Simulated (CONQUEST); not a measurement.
Crystal: CdSe (Cadmoselite).

```
Cd Se
1.0
     4.30000    0.00000    0.00000
     0.00000    7.02000    0.00000
     0.00000    0.00000    7.44782
Cd Se
4 4
Direct
  0.49778 0.50014 0.83364
  0.99778 0.50014 0.33364
  0.01038 0.00047 0.66954
  0.51038 0.00047 0.16954
  0.49039 0.87992 0.83707
  0.99039 0.87992 0.33707
  0.49866 0.38410 0.16364
  0.99866 0.38410 0.66364
```

The cell isn't the ideal one: atoms moved at random, drawn with an rms of 0.05 Å.

Program: CONQUEST 1.3. Alike in all runs: task single point; level PBE; no spin polarisation; cell atoms moved at random, drawn with an rms of 0.05 Å; k mesh 6 × 4 × 4; smearing fermi-dirac 0.05 eV.

Question: Order these runs on this cell by their band gap on the k mesh, lowest first.
A. potentials or basis PseudoDojo NC PBE, SZ, grid cutoff 120 Ha
B. potentials or basis PseudoDojo NC PBE, DZ, grid cutoff 120 Ha
C. potentials or basis PseudoDojo NC PBE, SZP, grid cutoff 120 Ha
D. potentials or basis PseudoDojo NC PBE, DZP, grid cutoff 120 Ha

Answer: A (0.20 eV), B (0.58 eV), D (0.85 eV), C (1.02 eV).

Caveats: the basis of atomic orbitals isn't converged, which shifts pressures, moduli and gaps; the atomic basis is small (some runs); the box holds several primitive cells, so bands are folded and the points are those of the box's own zone (some runs).

A k mesh can miss the band edges.
